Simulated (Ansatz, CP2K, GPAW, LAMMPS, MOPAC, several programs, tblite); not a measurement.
**BN (Fmm2) from semi-empirical methods to plane-wave DFT**

A 2-atom cell of BN (Fmm2) from a materials database, relaxed with r2SCAN+rVV10 in Ansatz, was computed with several methods. It is orthorhombic, Fmm2 (No. 42); conventional cell a = 2.502 Å, b = 6.586 Å, c = 4.327 Å, 8.91 Å³ an atom. B has 3 N at 1.44 Å; N has 3 B at 1.44 Å. No spin polarisation and no zero-point or thermal motion.

```
B N
1.0
     0.00000    3.29286    2.16328
     1.25096    0.00000    2.16328
     1.25096    3.29286    0.00000
B N
1 1
Direct
  0.00011 0.00011 0.99989
  0.66659 0.66659 0.33341
```

Gaps and times are for a single point on this cell; volume and bulk modulus come from each method's own relaxation or energy curve at fixed shape, which is too stiff where a cell has free coordinates or axes. Times are rough, from shared hosts (Arm Neoverse V2), and each method has its own mesh and cell size. A double dagger marks a value from a curve with shape and coordinates held. PM6 (MOPAC), PM7 (MOPAC), GFN1-xTB (tblite), GFN2-xTB (tblite) treat a cluster of cells at its zone centre, which samples few k points: where these miss a band edge, the gap comes out too large for that reason alone. Gaps from k meshes are read at a limited set of points (mesh, symmetry points, PBE's band edges), so each method's own least gap may be somewhat smaller. Force fields have no electrons; where one was fitted to this phase, its volume and modulus reflect the fit. xTB and the PM methods were fitted mostly to molecules, and can miss a solid's gap by electronvolts. Minimal bases can be far off for gaps. Curves at held shape can't give the bulk modulus of a layered or molecular crystal, so none is listed. GLLB-SC's gap includes the derivative discontinuity. d marks a direct gap, i an indirect one (no mark: not told apart), a dash a value that wasn't computed or didn't pass its checks.

```csv
method,kind,gap (eV),own volume (Å³/atom),bulk modulus (GPa),atoms computed,processor time
BN.extep (LAMMPS),force field,–,8.93,–,2,0.11 s
BNC.tersoff (LAMMPS),force field,–,8.90,–,2,0.12 s
light PBE (260 eV and a coarse mesh),light plane-wave,3.51 i,–,–,2,0.55 s
non-self-consistent DFTB (CP2K),tight binding,3.78 i,–,–,2,0.64 s
GFN1-xTB (tblite),tight binding,3.87,8.98‡,–,128,2.6 s
PBE,semilocal,3.48 i,–,–,2,5.1 s
PBE/SZV (CP2K),small basis,4.09 i,9.61‡,–,2,9 s
PM6 (MOPAC),semi-empirical,8.95,–,–,128,9.2 s
PBE/single zeta (GPAW),small basis,3.94 i,–,–,2,9.4 s
GLLB-SC (GPAW),model potential,5.90,–,–,2,10 s
PM7 (MOPAC),semi-empirical,6.46,9.28‡,–,128,11 s
r2SCAN,semilocal,3.94 i,–,–,2,14 s
GFN2-xTB (tblite),tight binding,4.17,9.05‡,–,128,14 s
PBE/DZVP (CP2K),small basis,3.52 i,9.11‡,–,2,19 s
```

Against r2SCAN (3.94 eV) and with closed or daggered gaps left aside, the nearest gap at the points sampled is that of PBE/single zeta (GPAW) (0.00 eV) and the farthest that of PM6 (MOPAC) (+5.01 eV). r2SCAN is only a yardstick of convenience: semilocal gaps usually lie below measured ones, which GLLB-SC and hybrids aim to mend.

Relaxed on its own, the cell leaves this structure with non-self-consistent DFTB (CP2K), so no volume is listed.
